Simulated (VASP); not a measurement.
# KBr (Fm-3m) in VASP: notebook, part 2 of 2

VASP 6.6.1. The steps go on from the part before.

### 6 Single point, PBE

This run uses another cell than the first one, of 38.74 Å³/atom, 1.030 times its volume.

The input, INCAR:

```
PREC = Accurate
ENCUT = 520
EDIFF = 1E-7
ISMEAR = 0
SIGMA = 0.02
LREAL = False
LASPH = True
NELM = 60
ALGO = Normal
ISIF = 2
LWAVE = False
LCHARG = True
GGA = PE
LELF = True
LVHAR = True
NBANDS = 15
```

The input, KPOINTS:

```
Automatic mesh
0
Gamma
  6 6 6
```

The input, POSCAR:

```
KBr
1.0
    0.0000000000      3.3836231037      3.3836231037
    3.3836231037      0.0000000000      3.3836231037
    3.3836231037      3.3836231037      0.0000000000
K Br
1 1
Direct
    0.0000000000      0.0000000000      0.0000000000
    0.5000000000      0.5000000000      0.5000000000
```

Potentials or basis: VASP PAW PBE potentials, release 64 (K_sv, Br).

Run with:

```sh
$ cat potpaw_PBE.64/K_sv/POTCAR potpaw_PBE.64/Br/POTCAR > POTCAR
$ mpirun -np 1 vasp_std > vasp.out
```

OUTCAR:

```text
PREC = Accurate
   ENCUT = 520
   EDIFF = 1E-7
   ISMEAR = 0
   LREAL = False
   LASPH = True
   NELM = 60
   ISIF = 2
   GGA = PE

 ion  position               nearest neighbor table
   1  0.000  0.000  0.000-
   2  0.500  0.500  0.500-

  LATTYP: Found a face centered cubic cell.
 ALAT       =     6.7672462074

  Lattice vectors:

 A1 = (   0.0000000000,   3.3836231037,   3.3836231037)
 A2 = (   3.3836231037,   0.0000000000,   3.3836231037)
 A3 = (   3.3836231037,   3.3836231037,   0.0000000000)

Analysis of symmetry for initial positions (statically):
=====================================================================
 Subroutine PRICEL returns:
 Original cell was already a primitive cell.

 Routine SETGRP: Setting up the symmetry group for a
 face centered cubic supercell.

 Subroutine GETGRP returns: Found 48 space group operations
 (whereof 48 operations were pure point group operations)
 out of a pool of 48 trial point group operations.

The static configuration has the point symmetry O_h .

Analysis of symmetry for dynamics (positions and initial velocities):
=====================================================================
 Subroutine PRICEL returns:
 Original cell was already a primitive cell.

 Routine SETGRP: Setting up the symmetry group for a
 face centered cubic supercell.

 Subroutine GETGRP returns: Found 48 space group operations
 (whereof 48 operations were pure point group operations)
 out of a pool of 48 trial point group operations.

The dynamic configuration has the point symmetry O_h .

 Subroutine INISYM returns: Found 48 space group operations
 (whereof 48 operations are pure point group operations),
 and found     1 'primitive' translations

----------------------------------------------------------------------------------------

                                     Primitive cell

[... 109 lines left out ...]
   IVDW    =     0    specifies the selected vdW correction
   LEPSILON=     F    determine dielectric tensor
   LRPA    =     F    only Hartree local field effects (RPA)
 non-spin polarized calculation
 Gauss-broadening in eV      SIGMA  =   0.02
  energy-cutoff  :      520.00
  volume of cell :       77.48
 maximum number of plane-waves:      2100
   NGX = 17   NGY = 17   NGZ = 17

 number of electron      16.0000004 magnetization

 Free energy of the ion-electron system (eV)
  ---------------------------------------------------
  ext. energy  EPLUGINS =         0.00000000
  ---------------------------------------------------
  free energy    TOTEN  =        -6.22180526 eV

  energy without entropy =       -6.22180526  energy(sigma->0) =       -6.22180526

 E-fermi :  -1.8554     XC(G=0):  -7.0756

 val. band max:       -2.0212479787   @ k =   0.0000   0.0000   0.0000
 cond. band min:       2.2196983530   @ k =   0.0000   0.0000   0.0000
 fundamental gap:      4.2409463318
 Fermi energy:        -1.8553788542

 k-point     1 :       0.0000    0.0000    0.0000
  band No.  band energies     occupation
      1     -29.9705      2.00000
      2     -14.2285      2.00000
      3     -13.4420      2.00000
      4     -13.4420      2.00000
      5     -13.4420      2.00000
      6      -2.0212      2.00000
      7      -2.0212      2.00000
      8      -2.0212      2.00000
      9       2.2197      0.00000
     10       5.5562      0.00000
     11       5.5562      0.00000
     12       5.5562      0.00000
     13       6.3338      0.00000
     14       6.3338      0.00000
[... 257 lines left out ...]
      2     -14.2175      2.00000
      3     -13.4977      2.00000
      4     -13.4780      2.00000
      5     -13.3818      2.00000
      6      -2.6588      2.00000
      7      -2.4356      2.00000
      8      -2.4239      2.00000
      9       4.5670      0.00000
     10       5.5949      0.00000
     11       6.0730      0.00000
     12       6.9266      0.00000
     13       7.7603      0.00000
     14       8.5148      0.00000
     15       8.9242      0.00000

------------------------ aborting loop because EDIFF is reached ----------------------------------------

  FORCE on cell =-STRESS in cart. coord.  units (eV):
  Direction    XX          YY          ZZ          XY          YZ          ZX
  --------------------------------------------------------------------------------------
  -------------------------------------------------------------------------------------
  Total       -0.1574621     -0.1574621     -0.1574621      0.0000000      0.0000000     -0.0000000
  in kB       -3.2561970     -3.2561970     -3.2561970      0.0000000      0.0000000     -0.0000000
  external PRESSURE =      -3.2561970 kB  Pullay stress =       0.0000000 kB

 VOLUME and BASIS-vectors are now :
 -----------------------------------------------------------------------------
  energy-cutoff  :      520.00
  volume of cell :       77.48
      direct lattice vectors                 reciprocal lattice vectors
     0.000000000  3.383623104  3.383623104    -0.147770595  0.147770595  0.147770595
     3.383623104  0.000000000  3.383623104     0.147770595 -0.147770595  0.147770595
     3.383623104  3.383623104  0.000000000     0.147770595  0.147770595 -0.147770595

 POSITION                                       TOTAL-FORCE (eV/Angst)
 -----------------------------------------------------------------------------------
      0.00000      0.00000      0.00000         0.000000     -0.000000     -0.000000
      3.38362      3.38362      3.38362        -0.000000      0.000000      0.000000
 -----------------------------------------------------------------------------------
    total drift:                                0.000000      0.000000      0.000000

  FREE ENERGIE OF THE ION-ELECTRON SYSTEM (eV)
  ---------------------------------------------------
  free  energy   TOTEN  =        -6.2218052575 eV

  energy  without entropy=       -6.2218052575  energy(sigma->0) =       -6.22180526
```

OSZICAR:

```text
N       E                     dE             d eps       ncg     rms          rms(c)
DAV:   1     0.987240847631E+02    0.98724E+02   -0.68214E+03   480   0.928E+02
DAV:   2     0.435662153354E-01   -0.98681E+02   -0.91532E+02   634   0.225E+02
DAV:   3    -0.616865843658E+01   -0.62122E+01   -0.61787E+01   641   0.496E+01
DAV:   4    -0.641174130812E+01   -0.24308E+00   -0.24303E+00   759   0.859E+00
DAV:   5    -0.641378890706E+01   -0.20476E-02   -0.20476E-02   648   0.895E-01    0.277E+00
DAV:   6    -0.622427495246E+01    0.18951E+00   -0.23927E-01   599   0.225E+00    0.200E+00
DAV:   7    -0.621048602519E+01    0.13789E-01   -0.11593E-01   641   0.176E+00    0.954E-01
DAV:   8    -0.622061248823E+01   -0.10126E-01   -0.14097E-02   554   0.816E-01    0.115E-01
DAV:   9    -0.622147330575E+01   -0.86082E-03   -0.10634E-03   641   0.197E-01    0.833E-02
DAV:  10    -0.622178842085E+01   -0.31512E-03   -0.34699E-04   515   0.108E-01    0.158E-02
DAV:  11    -0.622180212253E+01   -0.13702E-04   -0.30404E-05   682   0.290E-02    0.472E-03
DAV:  12    -0.622180504492E+01   -0.29224E-05   -0.44519E-06   543   0.139E-02    0.285E-03
DAV:  13    -0.622180517541E+01   -0.13050E-06   -0.36034E-07   683   0.316E-03    0.648E-04
DAV:  14    -0.622180525751E+01   -0.82095E-07   -0.11363E-07   540   0.199E-03
   1 F= -.62218053E+01 E0= -.62218053E+01  d E =-.210710E-33
```

Run time: 26 s. Hardware: 1 thread of Intel Xeon Platinum 8488C (Sapphire Rapids), shared host; peak memory 0.2 GiB.

What came out:

```yaml
Free_energy: -6.2218 eV
Pressure: -0.3 GPa
Band_gap_on_the_k_mesh: 4.24 eV, direct
```

### 7 Summary

```csv
task,cell,cutoff (eV),gap on the mesh (eV),pressure (GPa)
single point,"Fm-3m, 37.61 Å³/atom",520,4.31,0.1
relaxation of cell and atoms,relaxed,600,4.30,0.0
single point,"Fm-3m, 36.48 Å³/atom",520,4.39,0.5
single point,"Fm-3m, 38.74 Å³/atom",520,4.24,-0.3
```

Alike in all rows: level PBE; potentials or basis VASP PAW PBE potentials, release 64 (K_sv, Br); no spin polarisation; k mesh 6 × 6 × 6; smearing gaussian 0.02 eV.

On the cell as given the gap runs from 4.24 eV (PBE) to 4.39 eV (PBE).

Total energies depend on the potentials used, so only differences within one code and one set of settings carry meaning.
